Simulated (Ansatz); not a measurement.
Relaxing Rb

These are results of DFT PBE+D3(BJ), scalar-relativistic, plane waves, PAW (Ansatz 0.2.0), not measurements. Run with 420 eV cutoff, 15×15×8 k-mesh, Gaussian smearing of 0.10 eV, no spin polarisation.

What was changed: relaxed at 20 GPa.

Other phases may be more stable at this pressure.

Input:

```yaml
crystal:
  lattice:
    - [3.6363439645, 0.0, 0.0]
    - [-1.8181719822, 3.1491662501, 0.0]
    - [0.0, 0.0, 6.0133169506]
  atoms:
    - { symbol: Rb, position: [0.3333333333, 0.6666666667, 0.25] }
    - { symbol: Rb, position: [0.6666666667, 0.3333333333, 0.75] }
basis:
  ecutwfc: 420
kpoints:
  mp_grid: { grid: [15, 15, 8] }
hamiltonian:
  xc: pbe
  dispersion: d3bj
scf:
  occupations: { method: gaussian, width: 0.1 }
output:
  forces: true
  stress: true
  eigenvalues: true
relax:
  adjacent_minimum: "off"
  f_tol: 0.008
  max_steps: 50
  cell: { stress_tol: 0.08, p_target: 20.0 }
```

F is the free energy. Steps run on the plane waves of an earlier cell, but the last one, and at times one on the way, on a freshly chosen basis, so a repeated geometry can differ a little in energy. The relaxation lowers the enthalpy F + PV at the target pressure, so F itself can rise.

Steps:

```tsv
step	F − F(1) (eV)	largest force component (eV/Å)	V (Å³/atom)	P (GPa)
1	0.0000	0.000	34.431	12.03
2	0.8383	0.000	29.664	16.05
3	1.6165	0.000	26.129	19.73
4	1.6757	0.000	25.889	20.06
5	1.6700	0.000	25.911	20.03
6	1.6702	0.000	25.911	20.03
```

Relaxed structure:

```cif
data_structure
_symmetry_space_group_name_H-M 'P 1'
_symmetry_Int_Tables_number 1
_cell_length_a 3.2921
_cell_length_b 3.2921
_cell_length_c 5.5211
_cell_angle_alpha 90.000
_cell_angle_beta 90.000
_cell_angle_gamma 120.000
_cell_volume 51.82
loop_
_atom_site_label
_atom_site_type_symbol
_atom_site_fract_x
_atom_site_fract_y
_atom_site_fract_z
_atom_site_occupancy
Rb1 Rb 0.33333 0.66667 0.25000 1
Rb2 Rb 0.66667 0.33333 0.75000 1
```

It takes space group P6_3/mmc (No. 194, hexagonal). The conventional cell has a = 3.292 Å, b = 3.292 Å, c = 5.521 Å, α = 90.00°, β = 90.00°, γ = 120.00°. Rb (site symmetry -6m2) is surrounded by 12 Rb at 3.29 to 3.35 Å.

The run converged. The run took about 70 core-seconds.